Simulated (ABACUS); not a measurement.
# PbSe (Clausthalite) (Fm-3m) in ABACUS: settings compared, part 2 of 2

ABACUS 3.10.1. Earlier steps stand in the parts before.

### 3 Relaxation of cell and atoms, PBEsol

The input, INPUT:

```
INPUT_PARAMETERS
suffix              PbSe
calculation         cell-relax
basis_type          pw
pseudo_dir          ./
symmetry            1
dft_functional      pbesol
ecutwfc             87
pseudo_rcut         10
nspin               1
nbands              19
ks_solver           dav
smearing_method     fd
smearing_sigma      0.00367493
scf_thr             1e-08
scf_nmax            100
mixing_type         broyden
mixing_beta         0.7
cal_force           1
cal_stress          1
relax_nmax          60
force_thr_ev        0.02
relax_method        cg
out_stru            1
stress_thr          0.2
kpar                4
```

The input, STRU:

```
ATOMIC_SPECIES
Pb 207.2000 82_Pb_14_3.0_3.1_pbe_n_v1.0.upf
Se 78.9710 34_Se_16_1.9_2.1_pbe_n_v1.0.upf

LATTICE_CONSTANT
1.8897261246

LATTICE_VECTORS
0.0000000000 3.0606500000 3.0606500000
3.0606500000 0.0000000000 3.0606500000
3.0606500000 3.0606500000 0.0000000000

ATOMIC_POSITIONS
Direct

Pb
0.0
1
0.0000000000 0.0000000000 0.0000000000 1 1 1

Se
0.0
1
0.5000000000 0.5000000000 0.5000000000 1 1 1
```

The input, KPT:

```
K_POINTS
0
Gamma
6 6 6 0 0 0
```

Potentials or basis: SPMS ONCV 1.0 PBE, plane waves.

Started as:

```
OMP_NUM_THREADS=1 mpirun -np 4 abacus > log
```

running log:

```text
ABACUS v3.10.1

               Atomic-orbital Based Ab-initio Computation at UStc

 ------------------------------------------------------------------------------------

 READING GENERAL INFORMATION
                           global_out_dir = OUT.PbSe/
                           global_in_card = INPUT
                               pseudo_dir = ./
[... 8 lines left out ...]

 READING ATOM TYPE 1
                               atom label = Pb
                      L=0, number of zeta = 1
                      L=1, number of zeta = 1
                      L=2, number of zeta = 1
             number of atom for this type = 1

 READING ATOM TYPE 2
                               atom label = Se
                      L=0, number of zeta = 1
                      L=1, number of zeta = 1
                      L=2, number of zeta = 1
             number of atom for this type = 1

                        TOTAL ATOM NUMBER = 2
DIRECT COORDINATES
    atom                   x                   y                   z     mag                  vx                  vy                  vz
taud_Pb1            0.0000000000        0.0000000000        0.0000000000  0.0000        0.0000000000        0.0000000000        0.0000000000
taud_Se1            0.5000000000        0.5000000000        0.5000000000  0.0000        0.0000000000        0.0000000000        0.0000000000

                          Volume (Bohr^3) = 386.961
                             Volume (A^3) = 57.3417

 Lattice vectors: (Cartesian coordinate: in unit of a_0)
                   +0            +3.06065            +3.06065
             +3.06065                  +0            +3.06065
             +3.06065            +3.06065                  +0
 Reciprocal vectors: (Cartesian coordinate: in unit of 2 pi/a_0)
            -0.163364           +0.163364           +0.163364
            +0.163364           -0.163364           +0.163364
            +0.163364           +0.163364           -0.163364
 The esolver type has been set to : ksdft_pw

                PAO radial cut off (Bohr) = 10

 Read in pseudopotential file is 82_Pb_14_3.0_3.1_pbe_n_v1.0.upf
                     pseudopotential type = NC
          exchange-correlation functional = PBE
                 nonlocal core correction = 1
                        valence electrons = 14
                                     lmax = 2
                           number of zeta = 3
                     number of projectors = 6
                           L of projector = 0
                           L of projector = 0
                           L of projector = 1
                           L of projector = 1
                           L of projector = 2
                           L of projector = 2
 XC functional updated to : pbesol
          exchange-correlation functional = PBESOL
                PAO radial cut off (Bohr) = 10

 Read in pseudopotential file is 34_Se_16_1.9_2.1_pbe_n_v1.0.upf
                     pseudopotential type = NC
          exchange-correlation functional = PBE
                 nonlocal core correction = 1
                        valence electrons = 16
                                     lmax = 2
                           number of zeta = 3
                     number of projectors = 6
                           L of projector = 0
                           L of projector = 0
                           L of projector = 1
                           L of projector = 1
                           L of projector = 2
                           L of projector = 2
 XC functional updated to : pbesol
          exchange-correlation functional = PBESOL
[... 300 lines left out ...]
 Relaxation is not converged yet!
DIRECT COORDINATES
    atom                   x                   y                   z     mag                  vx                  vy                  vz
taud_Pb1            0.0000000000        0.0000000000        0.0000000000  0.0000        0.0000000000        0.0000000000        0.0000000000
taud_Se1            0.5000000000        0.5000000000        0.5000000000  0.0000        0.0000000000        0.0000000000        0.0000000000

                          Volume (Bohr^3) = 378.247739
                             Volume (A^3) = 56.050465
[... 10 lines left out ...]
 -------------------------------------------
 STEP OF RELAXATION : 2
 -------------------------------------------

[... set-up of the moved cell ...]

 PW ALGORITHM --------------- ION=   2  ELEC=   1--------------------------------
 Notice: Threshold on eigenvalues was too large.
 hsover_error=0.300000 > DRHO=0.000056
 Origin diag ethr = 0.010000
 New diag ethr = 0.000000

 Density error is 0.000063302235
                          Error Threshold = 0.000000187579
----------------------------------------------------------
     Energy           Rydberg                 eV
----------------------------------------------------------
 E_KohnSham     -354.8047013396      -4827.3656154069
 E_Harris       -354.8451533731      -4827.9159935586
 E_Fermi        0.7929941009         10.7892382523
----------------------------------------------------------

[... 2 further cycles ...]
 PW ALGORITHM --------------- ION=   2  ELEC=   4--------------------------------

 Density error is 0.000000006418
                          Error Threshold = 0.000000001134
----------------------------------------------------------
     Energy           Rydberg                 eV
----------------------------------------------------------
 E_KohnSham     -354.8047213713      -4827.3658879518
 E_KS(sigma->0) -354.8046506150      -4827.3649252630
 E_Harris       -354.8047485962      -4827.3662583658
 E_band         -27.5361129066       -374.6480363015
 E_one_elec     -140.8258432465      -1916.0338938075
 E_Hartree      82.5430663376        1123.0560325832
 E_xc           -73.4785082293       -999.7263924590
 E_Ewald        -223.0432947204      -3034.6597088911
 E_entropy(-TS) -0.0001415126        -0.0019253774
 E_descf        0.0000000000         0.0000000000
[... 4 lines left out ...]
 charge density convergence is achieved
 final etot is -4827.36588795177 eV
 EFERMI = 10.78895741510 eV

 STATE ENERGY(eV) AND OCCUPATIONS    NSPIN == 1
[... levels at 4 further k points ...]

------------------------------------------------------------------------------------------
 TOTAL-FORCE (eV/Angstrom)
------------------------------------------------------------------------------------------
                       Pb1         0.0000000000         0.0000000000         0.0000000000
                       Se1         0.0000000000         0.0000000000         0.0000000000
------------------------------------------------------------------------------------------
[... 13 lines left out ...]
 Largest gradient in stress is 3.413200 kbar.
 Threshold is 0.200000 kbar.

 Relaxation is not converged yet!
DIRECT COORDINATES
    atom                   x                   y                   z     mag                  vx                  vy                  vz
taud_Pb1            0.0000000000        0.0000000000        0.0000000000  0.0000        0.0000000000        0.0000000000        0.0000000000
taud_Se1            0.5000000000        0.5000000000        0.5000000000  0.0000        0.0000000000        0.0000000000        0.0000000000

                          Volume (Bohr^3) = 380.700299
                             Volume (A^3) = 56.413896
[... 10 lines left out ...]
 -------------------------------------------
 STEP OF RELAXATION : 3
 -------------------------------------------

[... set-up of the moved cell ...]

 PW ALGORITHM --------------- ION=   3  ELEC=   1--------------------------------
 Notice: Threshold on eigenvalues was too large.
 hsover_error=0.300000 > DRHO=0.000097
 Origin diag ethr = 0.010000
 New diag ethr = 0.000000

 Density error is 0.000104522658
                          Error Threshold = 0.000000324576
----------------------------------------------------------
     Energy           Rydberg                 eV
----------------------------------------------------------
 E_KohnSham     -354.8047160367      -4827.3658153706
 E_Harris       -354.7520758735      -4826.6496092076
 E_Fermi        0.7847544257         10.6771317202
----------------------------------------------------------

[... 3 further cycles ...]
 PW ALGORITHM --------------- ION=   3  ELEC=   5--------------------------------

 Density error is 0.000000001459
                          Error Threshold = 0.000000000035
----------------------------------------------------------
     Energy           Rydberg                 eV
----------------------------------------------------------
 E_KohnSham     -354.8047491599      -4827.3662660356
 E_KS(sigma->0) -354.8046852354      -4827.3653962978
 E_Harris       -354.8048798790      -4827.3680445596
 E_band         -27.7397267243       -377.4183444136
 E_one_elec     -141.5867610646      -1926.3867118430
 E_Hartree      82.8170000537        1126.7830919971
 E_xc           -73.4715632991       -999.6319018352
 E_Ewald        -222.5632970009      -3028.1290048790
 E_entropy(-TS) -0.0001278490        -0.0017394755
 E_descf        0.0000000000         0.0000000000
[... 112 lines left out ...]
 Largest gradient in stress is 0.012326 kbar.
 Threshold is 0.200000 kbar.

 Relaxation is converged!

 --------------------------------------------
 !FINAL_ETOT_IS -4827.3662660355885237 eV
 --------------------------------------------
```

It took 24 s on 4 MPI ranks of Intel Xeon Platinum 8259CL at 2.50GHz (Skylake/Cascade Lake), shared host; peak memory 0.48 GiB.

What came out:

```
Free energy                            : -4827.3663 eV
Relaxed volume                         : 28.21 Å³/atom
Relaxed cell                           : a = 4.305 Å, b = 4.305 Å, c = 4.305 Å, α = 60.00°, β = 60.00°, γ = 60.00°
Space group after relaxing (to 0.05 Å) : Fm-3m (No. 225)
Energy gained by relaxing              : 1.2 meV/atom
Ionic steps                            : 3
Pressure after relaxing                : 0.0 GPa
Band gap on the k mesh                 : 0.15 eV, direct
```

The path:
```csv
step,energy change (eV),largest force (eV/Å),pressure (GPa),volume (Å³)
1,0.0000,0.0000,-0.85,57.34
2,-0.0021,0.0000,0.34,56.05
3,-0.0024,0.0000,0.00,56.41
```

Final structure:
```cif
data_structure
_symmetry_space_group_name_H-M 'P 1'
_symmetry_Int_Tables_number 1
_cell_length_a 4.3049
_cell_length_b 4.3049
_cell_length_c 4.3049
_cell_angle_alpha 60.000
_cell_angle_beta 60.000
_cell_angle_gamma 60.000
_cell_volume 56.41
loop_
_atom_site_label
_atom_site_type_symbol
_atom_site_fract_x
_atom_site_fract_y
_atom_site_fract_z
_atom_site_occupancy
Pb1 Pb 0.00000 0.00000 0.00000 1
Se1 Se 0.50000 0.50000 0.50000 1
```

Caveat: the potentials were made for another functional, which shifts forces and pressure; spin-orbit coupling is left out, which as a rule narrows the gap of such compounds by several tenths of an eV.

### 4 Single point, PBE, spin-orbit coupling, no magnetisation

The input, run_abacus.py:

```python
"""ABACUS run from a structure file: ASE reads it, the script writes STRU, KPT and INPUT."""
import re
import subprocess
from ase.io import read
from ase.units import Bohr

atoms = read("PbSe.xyz")
atoms = atoms[(-atoms.numbers).argsort(kind="stable")]  # ABACUS lists atoms element by element
pseudo = {'Pb': 'Pb.upf', 'Se': 'Se.upf'}
orbital = {'Pb': 'Pb_confined-atom_8au_3s3p2d.orb', 'Se': 'Se_confined-atom_7au_3s3p2d.orb'}
magmoms = None
kmesh = [5, 5, 5]
params = {
    'suffix': 'PbSe',
    'calculation': 'scf',
    'basis_type': 'lcao',
    'pseudo_dir': './',
    'orbital_dir': './',
    'symmetry': 0,
    'dft_functional': 'pbe',
    'ecutwfc': 105,
    'pseudo_rcut': 10,
    'nspin': 4,
    'nbands': 68,
    'ks_solver': 'scalapack_gvx',
    'smearing_method': 'fd',
    'smearing_sigma': 0.00367493,
    'scf_thr': 1e-07,
    'scf_nmax': 100,
    'mixing_type': 'broyden',
    'mixing_beta': 0.4,
    'cal_force': 1,
    'cal_stress': 1,
    'noncolin': 0,
    'lspinorb': 1,
    'out_mul': 1,
    'out_chg': 1,
    'out_pot': 2,
    'out_elf': 0,
}

symbols = atoms.get_chemical_symbols()
elements = list(dict.fromkeys(symbols))
lines = ["ATOMIC_SPECIES"] + [f"{e} {atoms.get_masses()[symbols.index(e)]:.4f} {pseudo[e]}" for e in elements]
if orbital:
    lines += ["", "NUMERICAL_ORBITAL"] + [orbital[e] for e in elements]
lines += ["", "LATTICE_CONSTANT", f"{1 / Bohr:.10f}", "", "LATTICE_VECTORS"]
lines += [" ".join(f"{x:.10f}" for x in v) for v in atoms.cell]
lines += ["", "ATOMIC_POSITIONS", "Direct"]
for e in elements:
    lines += ["", e, "0.0", str(symbols.count(e))]
    for i, p in enumerate(atoms.get_scaled_positions(wrap=False)):
        if symbols[i] == e:
            mag = "" if magmoms is None else " mag " + " ".join(str(x) for x in (magmoms[i] if isinstance(magmoms[i], list) else [magmoms[i]]))
            lines.append(" ".join(f"{x:.10f}" for x in p) + " 1 1 1" + mag)
open("STRU", "w").write("\n".join(lines) + "\n")
open("KPT", "w").write("K_POINTS\n0\nGamma\n%d %d %d 0 0 0\n" % tuple(kmesh))
open("INPUT", "w").write("INPUT_PARAMETERS\n" + "".join(f"{k:<20s}{v}\n" for k, v in params.items()))

done = subprocess.run(['mpirun', '-np', '4', 'abacus'])
if done.returncode:
    raise SystemExit(done.returncode)
log = open("OUT.PbSe/running_scf.log").read()
print("final energy (eV):", re.findall(r"FINAL_ETOT_IS (\S+)", log))
```

The input, PbSe.xyz:

```xyz
2
Lattice="0.0000000000 3.0606500000 3.0606500000 3.0606500000 0.0000000000 3.0606500000 3.0606500000 3.0606500000 0.0000000000" Properties=species:S:1:pos:R:3 pbc="T T T"
Pb     0.0000000000      0.0000000000      0.0000000000
Se     3.0606500000      3.0606500000      3.0606500000
```

Potentials or basis: PseudoDojo NC FR 0.4 PBE stringent, DZP LCAO (the cutoffs set its grid).

Started as:

```
OMP_NUM_THREADS=1 python run_abacus.py > log
```

running log:

```text
ABACUS v3.10.1

               Atomic-orbital Based Ab-initio Computation at UStc

 ------------------------------------------------------------------------------------

 READING GENERAL INFORMATION
                           global_out_dir = OUT.PbSe/
                           global_in_card = INPUT
                               pseudo_dir = ./
                              orbital_dir = ./
                                    DSIZE = 4
                                    GSIZE = 1
[... 5 lines left out ...]

 READING ATOM TYPE 1
                               atom label = Pb
                      L=0, number of zeta = 3
                      L=1, number of zeta = 3
                      L=2, number of zeta = 2
             number of atom for this type = 1
[... 799 lines left out ...]
-------------------------------------------------------------------------------------------

 correction force for each atom along direction 1 is -2.40949e-13
 correction force for each atom along direction 2 is -5.98593e-14
 correction force for each atom along direction 3 is -4.97885e-13
------------------------------------------------------------------------------------------
 TOTAL-FORCE (eV/Angstrom)
------------------------------------------------------------------------------------------
                       Pb1         0.0000000000         0.0000000000         0.0000000000
                       Se1         0.0000000000         0.0000000000         0.0000000000
------------------------------------------------------------------------------------------

----------------------------------------------------------------
 TOTAL-STRESS (KBAR)
----------------------------------------------------------------
        24.5740227856         0.0000000000        -0.0000000001
         0.0000000000        24.5740227879        -0.0000000000
        -0.0000000001        -0.0000000000        24.5740227887
----------------------------------------------------------------
 TOTAL-PRESSURE: 24.574023 KBAR

 --------------------------------------------
 !FINAL_ETOT_IS -14914.4448893588887586 eV
 --------------------------------------------
```

INPUT:

```text
INPUT_PARAMETERS
suffix              PbSe
calculation         scf
basis_type          lcao
pseudo_dir          ./
orbital_dir         ./
symmetry            0
dft_functional      pbe
ecutwfc             105
pseudo_rcut         10
nspin               4
nbands              68
ks_solver           scalapack_gvx
smearing_method     fd
smearing_sigma      0.00367493
scf_thr             1e-07
scf_nmax            100
mixing_type         broyden
mixing_beta         0.4
cal_force           1
cal_stress          1
noncolin            0
lspinorb            1
out_mul             1
out_chg             1
out_pot             2
out_elf             0
```

STRU:

```text
ATOMIC_SPECIES
Pb 207.2000 Pb.upf
Se 78.9710 Se.upf

NUMERICAL_ORBITAL
Pb_confined-atom_8au_3s3p2d.orb
Se_confined-atom_7au_3s3p2d.orb

LATTICE_CONSTANT
1.8897261258

LATTICE_VECTORS
0.0000000000 3.0606500000 3.0606500000
3.0606500000 0.0000000000 3.0606500000
3.0606500000 3.0606500000 0.0000000000

ATOMIC_POSITIONS
Direct

Pb
0.0
1
0.0000000000 0.0000000000 -0.0000000000 1 1 1

Se
0.0
1
0.5000000000 0.5000000000 0.5000000000 1 1 1
```

Run time: 32 s. Hardware: 4 MPI ranks of Intel Xeon Platinum 8488C (Sapphire Rapids), shared host; peak memory 2.8 GiB.

What came out:

- Free energy: -14914.4449 eV
- Pressure: 2.5 GPa
- Mulliken charges: Pb +0.36; Se -0.36 e

Caveat: the atomic orbitals were generated for these runs and aren't a published set; Mulliken charges move with the basis; this odd mesh misses L, where the gap lies, so gap, dielectric constants and Born charges aren't listed; the basis of atomic orbitals isn't converged, which shifts pressures, moduli and gaps.

### 5 Overview

| task | level | potentials or basis | spin | cell | k mesh | cutoff (eV) | SCF threshold on the density | eigensolver | mixing share | symmetry key | max steps of the relaxation | gap on the mesh (eV) | pressure (GPa) |
| --- | --- | --- | --- | --- | --- | --- | --- | --- | --- | --- | --- | --- | --- |
| single point | PBEsol | SPMS ONCV 1.0 PBE, plane waves | off | as given | 6 × 6 × 6 | 1184 | 1e-08 | dav | 0.7 | 1 | - | 0.21 | -0.8 |
| relaxation of cell and atoms | PBEsol | SPMS ONCV 1.0 PBE, plane waves | off | relaxed | 6 × 6 × 6 | 1184 | 1e-08 | dav | 0.7 | 1 | 60 | 0.15 | 0.0 |
| single point | PBE | PseudoDojo NC FR 0.4 PBE stringent, DZP LCAO (the cutoffs set its grid) | SOC, no magnetisation | as given | 5 × 5 × 5 | 1429 | 1e-07 | scalapack_gvx | 0.4 | 0 | - | - | 2.5 |

Alike in all rows: smearing fermi-dirac 0.05 eV.

Caveats: the potentials were made for another functional, which shifts forces and pressure (some runs); spin-orbit coupling is left out, which as a rule narrows the gap of such compounds by several tenths of an eV (some runs); the atomic orbitals were generated for these runs and aren't a published set (some runs); the basis of atomic orbitals isn't converged, which shifts pressures, moduli and gaps (some runs).

Absolute energies hang on the potentials; compare differences alone.

### 6 Against experiment

Step 2. Against the measured gap of PbSe, 0.15 eV (direct; 4.2 K; a printed reference work, monograph), the calculated 0.21 eV is off by +0.06 eV. 2 values of this kind are on record (0.15 to 0.28 eV); this one was drawn at random. Spin-orbit coupling on Pb, Se is left out. The value is that of PBEsol on a finite k mesh, which can miss the band edges, without temperature or zero-point motion.
